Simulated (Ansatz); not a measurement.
Independent-particle absorption of CdSe (F-43m, a = 6.197 Å, b = 6.197 Å, c = 6.197 Å, α = 90.00°, β = 90.00°, γ = 90.00°), no local fields or excitons, 0.1 eV broadening. Level of theory: Ansatz, DFT PBE, scalar-relativistic, plane waves, PAW.

Plane waves to 420 eV, a k mesh through Γ of 10×10×10 on the computed 2-atom cell and Gaussian smearing (0.02 eV); no spin polarisation. The spectrum is summed on a 15×15×15 mesh.

```xyz
2
Lattice="0.0000 3.0984 3.0984 3.0984 0.0000 3.0984 3.0984 3.0984 0.0000" Properties=species:S:1:pos:R:3 pbc="T T T"
Cd    0.0000    0.0000    0.0000
Se    4.6476    4.6476    4.6476
```

photon energy (eV), ε2,xx and a bar:
```
      0.0       0.00
      0.4       0.07
      0.8       1.74 #####
      1.2       2.04 ######
      1.6       2.25 #######
      2.0       2.54 ########
      2.4       3.09 #########
      2.8       4.58 ##############
      3.2       7.38 ######################
      3.6       6.00 ##################
      4.0       5.24 ################
      4.4       5.07 ###############
      4.8       6.31 ###################
      5.2      10.00 ##############################
      5.6       7.54 #######################
      6.0       5.09 ###############
      6.4       5.44 ################
      6.8       7.01 #####################
      7.2       7.44 ######################
      7.6       5.06 ###############
      8.0       2.96 #########
      8.4       2.35 #######
      8.8       1.69 #####
      9.2       1.40 ####
      9.6       1.56 #####
     10.0       1.39 ####
     10.4       1.53 #####
     10.8       1.32 ####
     11.2       1.36 ####
     11.6       0.85 ###
     12.0       0.77 ##
     12.4       0.67 ##
     12.8       0.81 ##
     13.2       0.73 ##
     13.6       0.77 ##
     14.0       1.16 ###
```

The strongest peak lies near 5.0 eV. ε∞ (xx, yy, zz) = 8.5, 8.5, 8.5.

This zinc-blende form isn't the usual stable structure of the compound.

Cost: 1 run of about 0.99 core-minutes, on Arm Neoverse V2 (shared hosts).